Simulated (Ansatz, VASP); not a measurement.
AlN in VASP and in Ansatz

The input INCAR:

```
ALGO = Normal ; EDIFF = 1E-6
ENCUT = 520 ; GGA = PE
ISIF = 2 ; ISMEAR = 0
LASPH = True ; LCHARG = False
LREAL = False ; LWAVE = False
NBANDS = 16 ; NELM = 80
PREC = Accurate ; SIGMA = 0.05
```

Contents of KPOINTS:

```
k-points
0
Gamma
  9 9 6
```

POSCAR

```
AlN
1.0
    3.2085435845      0.0000000000      0.0000000000
   -1.6042717922      2.7786802533      0.0000000000
    0.0000000000      0.0000000000      4.4622764994
Al N
2 2
Direct
    0.3333333333      0.6666666667      0.7500000000
    0.6666666667      0.3333333333      0.2500000000
    0.3333333333      0.6666666667      0.2500000000
    0.6666666667      0.3333333333      0.7500000000
```

Input for Ansatz:

```yaml
crystal:
  lattice:
    - [3.2085435845, 0.0, 0.0]
    - [-1.6042717922, 2.7786802533, 0.0]
    - [0.0, 0.0, 4.4622764994]
  atoms:
    - { symbol: Al, position: [0.3333333333, 0.6666666667, 0.75] }
    - { symbol: Al, position: [0.6666666667, 0.3333333333, 0.25] }
    - { symbol: "N", position: [0.3333333333, 0.6666666667, 0.25] }
    - { symbol: "N", position: [0.6666666667, 0.3333333333, 0.75] }
basis:
  ecutwfc: 420
kpoints:
  mp_grid: { grid: [9, 9, 6] }
hamiltonian:
  xc: pbe
scf:
  occupations: { method: gaussian, width: 0.05 }
output:
  forces: true
  stress: true
  eigenvalues: true
```

Alike in both runs: task single point; functional PBE; k mesh 9 × 9 × 6; occupations gaussian, width 0.05 eV; no spin polarisation.

|  | VASP | Ansatz |
| --- | --- | --- |
| version | VASP 6.6.1 | Ansatz 0.2.0 |
| potentials or method | VASP PAW PBE potentials, release 64 (Al, N) | scalar-relativistic, plane waves, PAW |
| plane-wave cutoff (eV) | 520 | 420 |
| valence electrons in the cell | 16 | 16 |

|  | VASP | Ansatz | Ansatz less VASP |
| --- | --- | --- | --- |
| gap on the k mesh at the Fermi level (eV) | 3.07 | 3.06 | -0.012 |
| least direct gap on the mesh (eV) | 3.07 | 3.06 | -0.012 |
| pressure (GPa) | 5.7 | 6.0 | +0.23 |
| largest component of the traceless stress (GPa) | 11.06 | 11.23 | +0.169 |

The functional is the same, so the differences come from potentials, cutoffs and numerics.
